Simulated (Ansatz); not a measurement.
The guess for C was made by a generator: random cell by space group and Wyckoff sites (P-3m1, No. 164). Lengths were set from tabulated atomic sizes, so they are only a guess.

```cif
data_structure
_symmetry_space_group_name_H-M 'P 1'
_symmetry_Int_Tables_number 1
_cell_length_a 2.3137
_cell_length_b 2.3137
_cell_length_c 2.4703
_cell_angle_alpha 90.000
_cell_angle_beta 90.000
_cell_angle_gamma 120.000
_cell_volume 11.45
loop_
_atom_site_label
_atom_site_type_symbol
_atom_site_fract_x
_atom_site_fract_y
_atom_site_fract_z
_atom_site_occupancy
C1 C 0.66667 0.33333 0.35325 1
C2 C 0.33333 0.66667 0.64675 1
```

Method: Ansatz 0.2.0, DFT PBE, scalar-relativistic, plane waves, PAW. Cutoff 420 eV, Gaussian smearing, Γ-centred meshes. Cell and atoms relax first on a coarse mesh and then on a finer one. In between, the cell is made exact in the group found at 0.06 Å. In metals the finer mesh still leaves noise of several meV/atom or more. The steps can't lower the symmetry of their start. No spin polarisation in the relaxation; trial moments died out in a coarse test.

A guess keeps its type if space group and coordination stay and the shape of the cell changes little (axis ratios within about 15 %, angles within 6°); the volume may change.

Problem. Does it keep its structure type, or change into something else?

Solution. It doesn't keep its type. The symmetry goes from P-3m1 (No. 164) to P6/mmm (No. 191). The volume per atom grows by 103.5 %, from 5.7 to 11.7 Å³. The shortest distance goes from 1.52 Å (C–C) to 1.42 Å (C–C). Counting neighbours within 15 % of an atom's shortest distance, the start has C 3 and the end C 3. In detail, at the end C has 3 C at 1.42 Å.

Space group P6/mmm (No. 191). a = 2.466 Å, b = 2.466 Å, c = 4.423 Å, α = 90.00°, β = 90.00°, γ = 120.00°
```csv
atom,site,symmetry,x,y,z
C,2d,-6m2,0.6667,0.3333,0.5000
```

The last run used a 24×24×12 mesh (in the run's order of axes) for its 2-atom cell and Gaussian smearing of 0.10 eV. No dispersion correction is applied, so the spacing and binding between layers, chains or molecules are poorly described. Symmetry constrained the relaxation, so the result can be a saddle point.
